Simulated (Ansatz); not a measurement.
System: cubic perovskite BaSnO3. Method: PBE0 (PAW; Ansatz, a quantum-chemistry and plane-wave program).

Run with plane-wave cutoff 500 eV, 6×6×6 k mesh, gaussian smearing 0.02 eV, scalar-relativistic PAW data made under PBE.

The cell is the one relaxed with r²SCAN: a = b = c = 4.131 Å, α = β = γ = 90.00°.

Question: Give the computed band gap.

Answer: 
band gap: 3.22 eV (on the SCF k mesh)

Measured, for comparison: band gap 2.95 eV (temperature not stated, no zero-point or thermal correction, indirect, from the absorption edge of a single crystal; as tabulated in Kim et al. (2012), arXiv:1207.0764).

Note: cell and atoms aren't relaxed at this level (pressure -1.2 GPa).

Spin–orbit coupling is not included.

The computed numbers hold no vibrational or temperature effects.

Computing time: about 3 core-minutes (a rough figure).
